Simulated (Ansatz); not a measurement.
# Be3N2 (P-3m1): following an unstable mode, part 2 of 3

Which phase does Be3N2 (P-3m1) fall into along its unstable mode, and how much energy does it gain?

Ansatz 0.2.0; DFT PBEsol, scalar-relativistic, plane waves, PAW.

So far, highest frequency on the path or at a solved wavevector (cm⁻¹): step 2 (the dispersion) 1090. Also lowest frequency on the path (cm⁻¹): step 2 -214.

### Step 4. The mode frozen in, largest atomic shift 0.32 Å

The atoms are moved along the unstable eigenvector, the largest shift by 0.32 Å, with the cell fixed.

Contents of input.yaml:

```yaml
crystal:
  lattice:
    - [2.8050806161, 0.0, 0.0]
    - [-1.0e-10, 4.8585421464, 0.0]
    - [1.402540308, 2.4292710732, 4.6328422625]
  atoms:
    - { symbol: Be, position: [0.1140787178, 0.0, 0.0] }
    - { symbol: Be, position: [0.3859212822, 0.5, 0.0] }
    - { symbol: Be, position: [0.1405206405, 0.8421270203, 0.6490792928] }
    - { symbol: Be, position: [0.7104000667, 0.3421270203, 0.6490792928] }
    - { symbol: Be, position: [0.7895999333, 0.1578729797, 0.3509207072] }
    - { symbol: Be, position: [0.3594793595, 0.6578729797, 0.3509207072] }
    - { symbol: "N", position: [0.5939350242, 0.9595070632, 0.7476525402] }
    - { symbol: "N", position: [0.1584124356, 0.4595070632, 0.7476525402] }
    - { symbol: "N", position: [0.3415875644, 0.0404929368, 0.2523474598] }
    - { symbol: "N", position: [0.9060649758, 0.5404929368, 0.2523474598] }
kpoints:
  mp_grid: { grid: [8, 8, 8] }
hamiltonian:
  xc: pbesol
scf:
  occupations: { method: gaussian, width: 0.02 }
output:
  forces: true
  stress: true
  eigenvalues: true
  write_density: true
  write_potential: true
  elf: true
  volumetric_format: npy
```

Started as:

```
ansatz run input.yaml --threads 4 --pin off --max-ram 7168MiB --backend cpu --events-out ev --progress --plain --runs-dir out
```

Numbers of over 12 decimals in the logs are rounded to 6 here.

Log:

```text
[...]
Crystal: 10 atoms, lattice volume = 63.139 Å³
Basis set: ecut = 420 eV, 1255 PW (Γ), exchange–correlation on 40×72×80 points (8 copies of the dense FFT grid, shifted against one another)
Bands: 26, of which v1, the nominal top of the filled ones, is band 16 counted from 1 (15 counted from 0)
Symmetry: 4 space group operations
[...]
k-points: 150 of 512
[...]
k-point 0: bands = [... 12 lower, 7.9906, 8.8624, 8.9987, 9.2167, 13.4408, 14.9915, 15.4293, 16.4376, ... 6 higher]
  k-point 1: bands = [... 12 lower, 7.9957, 8.6312, 8.9607, 9.0028, 13.5682, 14.9991, 15.6070, 16.5753, ... 6 higher]
  k-point 2: bands = [... 12 lower, 7.8901, 7.9640, 8.8435, 8.8577, 14.0454, 15.0275, 15.9327, 16.5172, ... 6 higher]
  k-point 149: bands = [... 12 lower, 6.9521, 6.9521, 7.3170, 7.3170, 13.8895, 13.8895, 16.3230, 16.3230, ... 6 higher]
[key lines of the parts left out:]
SCF converged after 6 iterations
Free energy (F): -2065.705711 eV
Fermi energy:    11.283268 eV
P = ⅓ Tr σ = 5.0587 GPa (50.587 kbar)
```

Elapsed: 4.5 s, on 4 threads of Arm Neoverse V1, shared host; peak memory 0.49 GiB; 17 s of CPU time.

This step gave:

```yaml
pressure: 5.059 GPa
gap_on_the_k_mesh: 4.133 eV
energy_from_the_undistorted_cell: -9.393 meV/atom
```

The energy, extrapolated to zero smearing, is -9.39 meV/atom against the undistorted cell.

The run ends at a pressure of 5.06 GPa, with forces up to 0.47 eV/Å.

### Step 5. Energy along the mode, all amplitudes (two of the runs are shown above)

An imaginary frequency means negative curvature, so the energy should fall and then rise again as anharmonic terms take over.

Numbers from this step:

```yaml
depth_at_the_lowest_point_sampled: 9.393 meV/atom
largest_atomic_shift_at_that_point: 0.32 Å
```

Energy from the parent against largest atomic shift:

| largest atomic shift (Å) | energy from the parent (meV/atom) |
| --- | --- |
| 0.000 | 0 |
| 0.040 | -0.345 |
| 0.080 | -1.34 |
| 0.140 | -3.76 |
| 0.220 | -7.53 |
| 0.320 | -9.39 |
| 0.450 | 2.59 |
| 0.600 | 51.8 |

Displacement at unit largest shift by atom:

| atom | x (Å) | y (Å) | z (Å) | size |
| --- | --- | --- | --- | --- |
| Be1 | 1.00 | 0.00 | 0.00 | 1.00 |
| Be2 | -1.00 | 0.00 | 0.00 | 1.00 |
| Be3 | -0.31 | 0.00 | 0.00 | 0.31 |
| Be4 | 0.31 | 0.00 | 0.00 | 0.31 |
| Be5 | -0.31 | 0.00 | 0.00 | 0.31 |
| Be6 | 0.31 | 0.00 | 0.00 | 0.31 |
| N7 | -0.28 | 0.00 | 0.00 | 0.28 |
| N8 | 0.28 | 0.00 | 0.00 | 0.28 |
| N9 | -0.28 | 0.00 | 0.00 | 0.28 |
| N10 | 0.28 | 0.00 | 0.00 | 0.28 |

The lowest of the steps tried is at 0.32 Å, 9.39 meV/atom below the parent; the bottom of the well need not coincide with a step.

### Step 6. Relaxing from the distorted cell

Starting from the lowest point found, all atoms and the cell are let go, so that strain and other modes of the same symmetry can join in.

Changes to input.yaml since step 4:

```diff
@@ -21,3 +21,3 @@
 scf:
-  occupations: { method: gaussian, width: 0.02 }
+  occupations: { method: fixed }
 output:
@@ -26,5 +26,6 @@
   eigenvalues: true
-  write_density: true
-  write_potential: true
-  elf: true
-  volumetric_format: npy
+relax:
+  adjacent_minimum: "off"
+  f_tol: 0.002
+  max_steps: 120
+  cell: { stress_tol: 0.03 }
```

Log:

```text
[...]
Crystal: 10 atoms, lattice volume = 63.139 Å³
Basis set: ecut = 420 eV, 1255 PW (Γ), exchange–correlation on 40×72×80 points (8 copies of the dense FFT grid, shifted against one another)
Bands: 26, of which v1, the nominal top of the filled ones, is band 16 counted from 1 (15 counted from 0)
Symmetry: 4 space group operations
[...]
k-points: 150 of 512
[...]
SCF iter   1: F=—  HF=-2065.728829 eV  |F-HF|=—  |Δ(HF+E_count)|=         —  Δρ=1.01e-2  dr2=6.93e-2  ethr=1.77e-3  ⟨swp⟩=4.4  Hψ=17467  notcnv=0  defer=979
[...]
SCF iter   6: F=-2065.705711 eV  HF=-2065.705711 eV  |F-HF|=5.22e-9  |Δ(HF+E_count)|=   2.44e-7  Δρ=1.06e-5  dr2=3.26e-8  ethr=3.13e-10  ⟨swp⟩=10.9  Hψ=23694  notcnv=0
SCF 1 converged in 6 iterations: F = -2065.705711 eV  dr2 = 3.26e-8
[...]
relax step   1: F+E_penalty+E_count = -2065.70571124 eV  Δ(F+E_penalty+E_count) = +0.000e0 eV  max|allowed force component| = 4.153e-1 eV/Å  Δτ_max = 0.0000 Å  P = +5.059 GPa  Ω = 63.139 Å³  (6 SCF iters, dr2 threshold 1.00e-7 eV, accepted)
Crystal: 10 atoms, lattice volume = 63.955 Å³
[...]
iter 1 solved again at ethr=1.86e-5 eV; its pass at ethr=3.10e-3 eV (dr2=5.94e-3 eV) is discarded
[...]
SCF iter   5: F=-2065.760683 eV  HF=-2065.760683 eV  |F-HF|=6.26e-8  |Δ(HF+E_count)|=   1.05e-6  Δρ=3.37e-5  dr2=3.09e-7  ethr=3.12e-9  ⟨swp⟩=8.0  Hψ=23722  notcnv=0
SCF 2 converged in 5 iterations: F = -2065.760683 eV  dr2 = 3.09e-7
[...]
relax step   2: F+E_penalty+E_count = -2065.76068275 eV  Δ(F+E_penalty+E_count) = -5.497e-2 eV  max|allowed force component| = 1.868e-1 eV/Å  Δτ_max = 0.0147 Å  P = +2.438 GPa  Ω = 63.955 Å³  energy of the carried Pulay correction = -2.980e-3 eV  (5 SCF iters, dr2 threshold 1.00e-6 eV, accepted)
Crystal: 10 atoms, lattice volume = 65.024 Å³
Basis set: ecut = 420 eV, 1269 PW (Γ), exchange–correlation on 40×72×80 points (8 copies of the dense FFT grid, shifted against one another)
[...]
SCF iter   5: F=-2065.811256 eV  HF=-2065.811256 eV  |F-HF|=3.62e-7  |Δ(HF+E_count)|=   9.19e-7  Δρ=2.68e-5  dr2=5.57e-7  ethr=3.12e-9  ⟨swp⟩=10.3  Hψ=22562  notcnv=0
SCF 3 converged in 5 iterations: F = -2065.811256 eV  dr2 = 5.57e-7
[...]
relax step   3: F+E_penalty+E_count = -2065.81125585 eV  Δ(F+E_penalty+E_count) = -5.057e-2 eV  max|allowed force component| = 2.107e-1 eV/Å  Δτ_max = 0.0243 Å  P = -1.068 GPa  Ω = 65.024 Å³  energy of the carried Pulay correction = -6.830e-3 eV  (5 SCF iters, dr2 threshold 1.00e-6 eV, accepted)
[... from here on, the SCF cycles and remarks between the steps are left out ...]
relax step   4: F+E_penalty+E_count = -2065.96444885 eV  Δ(F+E_penalty+E_count) = -1.532e-1 eV  max|allowed force component| = 8.787e-2 eV/Å  Δτ_max = 0.1000 Å  P = -1.341 GPa  Ω = 65.509 Å³  energy of the carried Pulay correction = -8.554e-3 eV  (7 SCF iters, dr2 threshold 1.00e-6 eV, accepted)
relax step   5: F+E_penalty+E_count = -2065.96799655 eV  Δ(F+E_penalty+E_count) = -3.548e-3 eV  max|allowed force component| = 8.598e-2 eV/Å  Δτ_max = 0.0249 Å  P = +0.331 GPa  Ω = 65.159 Å³  energy of the carried Pulay correction = -7.311e-3 eV  (5 SCF iters, dr2 threshold 1.00e-6 eV, accepted)
relax step   6: F+E_penalty+E_count = -2065.97010949 eV  Δ(F+E_penalty+E_count) = -2.113e-3 eV  max|allowed force component| = 2.803e-3 eV/Å  Δτ_max = 0.0121 Å  P = -0.004 GPa  Ω = 65.204 Å³  energy of the carried Pulay correction = -7.470e-3 eV  (4 SCF iters, dr2 threshold 1.00e-6 eV, accepted)
relax step   7: F+E_penalty+E_count = -2065.97011433 eV  Δ(F+E_penalty+E_count) = -4.846e-6 eV  max|allowed force component| = 6.245e-4 eV/Å  Δτ_max = 0.0004 Å  P = -0.002 GPa  Ω = 65.204 Å³  energy of the carried Pulay correction = -7.471e-3 eV  (4 SCF iters, dr2 threshold 4.64e-9 eV, accepted)
relax step   8: F+E_penalty+E_count = -2065.99673880 eV  Δ(F+E_penalty+E_count) = -2.662e-2 eV  max|allowed force component| = 1.429e-3 eV/Å  Δτ_max = 0.0000 Å  P = +0.556 GPa  Ω = 65.204 Å³  stress off target by 1.11e0 GPa  SCF on the basis re-selected at this cell (its energy is not comparable with the rows above)  (6 SCF iters)
relax step   9: F+E_penalty+E_count = -2065.99736496 eV  Δ(F+E_penalty+E_count) = -6.262e-4 eV  max|allowed force component| = 4.720e-3 eV/Å  Δτ_max = 0.0053 Å  P = +0.063 GPa  Ω = 65.400 Å³  energy of the carried Pulay correction = -7.440e-4 eV  (4 SCF iters, dr2 threshold 1.00e-6 eV, accepted)
relax step  10: F+E_penalty+E_count = -2065.99729668 eV  Δ(F+E_penalty+E_count) = +6.829e-5 eV  max|allowed force component| = 9.021e-4 eV/Å  Δτ_max = 0.0004 Å  P = -0.001 GPa  Ω = 65.421 Å³  energy of the carried Pulay correction = -8.238e-4 eV  (4 SCF iters, dr2 threshold 3.56e-8 eV, accepted)
relax step  11: F+E_penalty+E_count = -2065.99816207 eV  Δ(F+E_penalty+E_count) = -8.654e-4 eV  max|allowed force component| = 8.737e-4 eV/Å  Δτ_max = 0.0000 Å  P = +0.004 GPa  Ω = 65.421 Å³  stress off target by 3.52e-2 GPa  SCF on the basis re-selected at this cell (its energy is not comparable with the rows above)  (5 SCF iters)
relax step  12: F+E_penalty+E_count = -2065.99815224 eV  Δ(F+E_penalty+E_count) = +9.823e-6 eV  max|allowed force component| = 4.745e-5 eV/Å  Δτ_max = 0.0003 Å  P = -0.000 GPa  Ω = 65.424 Å³  energy of the carried Pulay correction = -1.289e-5 eV  (4 SCF iters, dr2 threshold 3.10e-9 eV, accepted)
[...]
SCF iter   1: F=—  HF=-2065.998159 eV  |F-HF|=—  |Δ(HF+E_count)|=         —  Δρ=3.20e-6  dr2=2.33e-9  ethr=2.39e-7  ⟨swp⟩=3.1  Hψ=26391  notcnv=0  defer=1188
eigensolver tolerance schedule: the retry pair's looser diagonalisation over-reported the residual by 32844.76 of it (diagonalisation noise at an unbounded share of the residual, at the tolerance the schedule requests for it); recorded, not acted on — ethr = c·dr2/N_el stays at c = 1.0e-1
[...]
SCF iter   2: F=—  HF=-2065.998163 eV  |F-HF|=—  |Δ(HF+E_count)|=   4.31e-6  Δρ=1.48e-6  dr2=7.06e-10  ethr=7.28e-12  ⟨swp⟩=3.2  Hψ=7638  notcnv=0  defer=1010
[...]
SCF iter   4: F=-2065.998163 eV  HF=-2065.998163 eV  |F-HF|=7.28e-12  |Δ(HF+E_count)|=  4.09e-11  Δρ=2.26e-7  dr2=1.06e-11  ethr=1.00e-12  ⟨swp⟩=11.3  Hψ=22895  notcnv=0
SCF 13 converged in 4 iterations: F = -2065.998163 eV  dr2 = 1.06e-11
[...]
relax step  13: F+E_penalty+E_count = -2065.99816347 eV  Δ(F+E_penalty+E_count) = -1.123e-5 eV  max|allowed force component| = 4.917e-5 eV/Å  Δτ_max = 0.0000 Å  P = -0.000 GPa  Ω = 65.424 Å³  stress off target by 3.37e-3 GPa  SCF on the basis re-selected at this cell (its energy is not comparable with the rows above)  (4 SCF iters)
[...]
SCF converged after 4 iterations
Free energy (F): -2065.998163 eV
[...]
Internal energy: -2065.998163 eV  (E = F + TS)
E sigma→0 (E₀):  -2065.998163 eV
Fermi energy:    8.563651 eV
[...]
--- Forces (eV/Å), atoms counted from 1 ---
  atom   1  Be    -0.00004917    -0.00000000     0.00000000
  atom   2  Be     0.00004917     0.00000000    -0.00000000
  atom   3  Be    -0.00003829     0.00000748     0.00001533
  atom   4  Be     0.00003829     0.00000748     0.00001533
  atom   5  Be    -0.00003829    -0.00000748    -0.00001533
  atom   6  Be     0.00003829    -0.00000748    -0.00001533
  atom   7  N     -0.00000833    -0.00002354    -0.00000218
  atom   8  N      0.00000833    -0.00002354    -0.00000218
  atom   9  N     -0.00000833     0.00002354     0.00000218
  atom  10  N      0.00000833     0.00002354     0.00000218
  max |Σ_I F_I| component: 0.00e0 eV/Å
--- Stress (GPa, compression-positive) ---
        0.001372       0.000000      -0.000000
        0.000000      -0.001062       0.002307
       -0.000000       0.002292      -0.001074
  P = ⅓ Tr σ = -0.0003 GPa (-0.003 kbar)
--- Band table (eV; the first three rows and the last of 150) ---
  k-point 0: bands = [... 12 lower, 7.5244, 8.1195, 8.3132, 8.5637, 13.3994, 13.7085, 14.6883, 15.7288, ... 6 higher]
  k-point 1: bands = [... 12 lower, 7.5301, 8.0322, 8.0943, 8.4639, 13.0876, 14.0056, 14.8424, 15.7248, ... 6 higher]
  k-point 2: bands = [... 12 lower, 7.1140, 7.5539, 7.9999, 8.4353, 12.9311, 14.2694, 15.1025, 15.7752, ... 6 higher]
  k-point 149: bands = [... 12 lower, 6.4237, 6.4237, 7.2127, 7.2127, 13.1409, 13.1409, 16.0682, 16.0682, ... 6 higher]
--- Relaxed structure (10 steps of the walk, 10 accepted, 3 SCFs on fresh bases) ---
  F+E_penalty+E_count = -2065.99816347 eV   max|allowed force component| = 4.917e-5 eV/Å   (the final SCF, on the basis selected at the relaxed cell)
  cell:  # Å, volume = 65.4241 Å³
    - [2.998158, 3.085448148368625e-11, -2.243145699091364e-17]
    - [-4.8454810776918614e-11, 4.708392, 0.250968]
    - [1.499079, 2.593505, 4.772825]
  atoms:
    - { symbol: Be, position: [0.162075, 1.613683772394461e-18, -3.2273675440315818e-18] }
    - { symbol: Be, position: [0.337925, 0.500000, 6.938893903907228e-18] }
    - { symbol: Be, position: [0.122167, 0.836596, 0.645150] }
    - { symbol: Be, position: [0.732683, 0.336596, 0.645150] }
    - { symbol: Be, position: [0.767317, 0.163404, 0.354850] }
    - { symbol: Be, position: [0.377833, 0.663404, 0.354850] }
    - { symbol: N, position: [0.582306, 0.933331, 0.742880] }
    - { symbol: N, position: [0.174814, 0.433331, 0.742880] }
    - { symbol: N, position: [0.325186, 0.066669, 0.257120] }
    - { symbol: N, position: [0.917694, 0.566669, 0.257120] }
```

Run time: 48 s. Hardware: 4 threads; peak memory 0.52 GiB; 3.1 min of CPU time.

The steps of the relaxation:

| step | energy less that of the first step (eV) | largest force component (eV/Å) | pressure (GPa) | volume (Å³) |
| --- | --- | --- | --- | --- |
| 1 | 0.0000 | 0.4153 | 5.06 | 63.14 |
| 2 | -0.0550 | 0.1868 | 2.44 | 63.95 |
| 3 | -0.1055 | 0.2107 | -1.07 | 65.02 |
| 4 | -0.2587 | 0.0879 | -1.34 | 65.51 |
| 5 | -0.2623 | 0.0860 | 0.33 | 65.16 |
| 6 | -0.2644 | 0.0028 | 0.00 | 65.20 |
| 7 | -0.2644 | 0.0006 | 0.00 | 65.20 |
| 8* | -0.2910 | 0.0014 | 0.56 | 65.20 |
| 9 | -0.2917 | 0.0047 | 0.06 | 65.40 |
| 10 | -0.2916 | 0.0009 | 0.00 | 65.42 |
| 11* | -0.2925 | 0.0009 | 0.00 | 65.42 |
| 12 | -0.2924 | 0.0000 | 0.00 | 65.42 |
| 13* | -0.2925 | 0.0000 | 0.00 | 65.42 |

Relaxation steps marked * repeat the geometry before them on a plane-wave basis chosen anew for their cell, so energy and pressure can jump there.

Forces are held to the 4 operations that the run works with; a distortion that breaks them can't arise in this run.

| cell as run | before | after | change |
| --- | --- | --- | --- |
| a (Å) | 2.805 | 2.998 | +6.9 % |
| b (Å) | 4.859 | 4.715 | -3.0 % |
| c (Å) | 5.416 | 5.635 | +4.0 % |
| α (°) | 63.35 | 59.69 | -5.8 % |
| β (°) | 74.99 | 74.57 | -0.6 % |
| volume (Å³/atom) | 6.31 | 6.54 | +3.6 % |

The atoms that moved most (Å, as changes of fractional coordinates times the final cell):

| atom | dx | dy | dz | length |
| --- | --- | --- | --- | --- |
| N10 | 0.042 | 0.136 | 0.029 | 0.145 |
| N9 | -0.042 | 0.136 | 0.029 | 0.145 |
| N8 | 0.042 | -0.136 | -0.029 | 0.145 |
| N7 | -0.042 | -0.136 | -0.029 | 0.145 |
| Be2 | -0.144 | 0.000 | 0.000 | 0.144 |
| Be1 | 0.144 | 0.000 | 0.000 | 0.144 |
| Be6 | 0.061 | 0.036 | 0.020 | 0.074 |
| Be3 | -0.061 | -0.036 | -0.020 | 0.074 |

Final coordinates:

```cif
data_structure
_symmetry_space_group_name_H-M 'P 1'
_symmetry_Int_Tables_number 1
_cell_length_a 2.9982
_cell_length_b 4.7151
_cell_length_c 5.6350
_cell_angle_alpha 59.690
_cell_angle_beta 74.572
_cell_angle_gamma 90.000
_cell_volume 65.42
loop_
_atom_site_label
_atom_site_type_symbol
_atom_site_fract_x
_atom_site_fract_y
_atom_site_fract_z
_atom_site_occupancy
Be1 Be 0.16208 0.00000 0.00000 1
Be2 Be 0.33792 0.50000 0.00000 1
Be3 Be 0.12217 0.83660 0.64515 1
Be4 Be 0.73268 0.33660 0.64515 1
Be5 Be 0.76732 0.16340 0.35485 1
Be6 Be 0.37783 0.66340 0.35485 1
N7 N 0.58231 0.93333 0.74288 1
N8 N 0.17481 0.43333 0.74288 1
N9 N 0.32519 0.06667 0.25712 1
N10 N 0.91769 0.56667 0.25712 1
```

This step gave:

```
pressure          : -2.55e-4 GPa
gap on the k-mesh : 3.667 eV
volume per atom   : 6.542 Å³
```

The distorted start has space group C2/c; the relaxation ends in C2/c.

### Step 7. The new phase in its own primitive cell

The relaxed structure is symmetrised, reduced to its primitive cell and relaxed tightly, as its phonons need.

Contents of input.yaml:

```yaml
crystal:
  lattice:
    - [4.9919881575, -1.4990787686, 0.0]
    - [4.9919881575, 1.4990787686, 0.0]
    - [-1.7674074986, 0.0, 4.3712940452]
  atoms:
    - { symbol: Be, position: [0.5879245166, 0.4120754834, 0.75] }
    - { symbol: Be, position: [0.4120754834, 0.5879245166, 0.25] }
    - { symbol: Be, position: [0.9826832466, 0.3721668005, 0.2682543743] }
    - { symbol: Be, position: [0.3721668005, 0.9826832466, 0.7682543743] }
    - { symbol: Be, position: [0.6278331995, 0.0173167534, 0.2317456257] }
    - { symbol: Be, position: [0.0173167534, 0.6278331995, 0.7317456257] }
    - { symbol: "N", position: [0.4248136958, 0.8323063439, 0.0737888281] }
    - { symbol: "N", position: [0.8323063439, 0.4248136958, 0.5737888281] }
    - { symbol: "N", position: [0.1676936561, 0.5751863042, 0.4262111719] }
    - { symbol: "N", position: [0.5751863042, 0.1676936561, 0.9262111719] }
kpoints:
  mp_grid: { grid: [8, 8, 6] }
hamiltonian:
  xc: pbesol
scf:
  occupations: { method: fixed }
output:
  forces: true
  stress: true
  eigenvalues: true
relax:
  adjacent_minimum: "off"
  f_tol: 0.001
  max_steps: 60
  cell: { stress_tol: 0.01 }
```

Log:

```text
[...]
Crystal: 10 atoms, lattice volume = 65.424 Å³
Basis set: ecut = 420 eV, 1277 PW (Γ), exchange–correlation on 72×72×64 points (8 copies of the dense FFT grid, shifted against one another)
Bands: 26, of which v1, the nominal top of the filled ones, is band 16 counted from 1 (15 counted from 0)
Symmetry: 4 space group operations
[...]
k-points: 114 of 384
[...]
- { symbol: Be, position: [0.372167, 0.9826832466, 0.7682543743] }
    - { symbol: Be, position: [0.6278331995, 0.017317, 0.2317456257] }
    - { symbol: Be, position: [0.017317, 0.6278331995, 0.731746] }
    - { symbol: N, position: [0.424814, 0.8323063439, 0.0737888281] }
    - { symbol: N, position: [0.832306, 0.424814, 0.5737888281] }
    - { symbol: N, position: [0.167694, 0.575186, 0.4262111719] }
    - { symbol: N, position: [0.5751863042, 0.167694, 0.9262111719] }
[key lines of the parts left out:]
SCF converged after 5 iterations
Free energy (F): -2065.998175 eV
Fermi energy:    8.563652 eV
P = ⅓ Tr σ = 0.0001 GPa (0.001 kbar)
```

Elapsed: 6.4 s, on 4 threads; peak memory 0.48 GiB; 25 s of CPU time.

Little changed from the start: no atom moved by 0.005 Å and no cell edge by 0.1 %.

This step gave:

| Property | Result |
| --- | --- |
| pressure | 1.31e-4 GPa |
| direct gap on mesh | 4.496 eV |

The largest force component left is 0.049 meV/Å and the pressure is 0.000 GPa, within the tolerances set. The cell now holds 6.54 Å³/atom.

(Part 2 of 3 ends here.)

[Logs are printed without paths, hosts, clocks, repeated set-up lines and the standing remarks that a program may print on its own settings, such as how far it seeks lower states.]

[Hosts, paths, dates, database ids (printed as entryN), source tags and the programs' standing remarks are cut or masked in the printed files.]
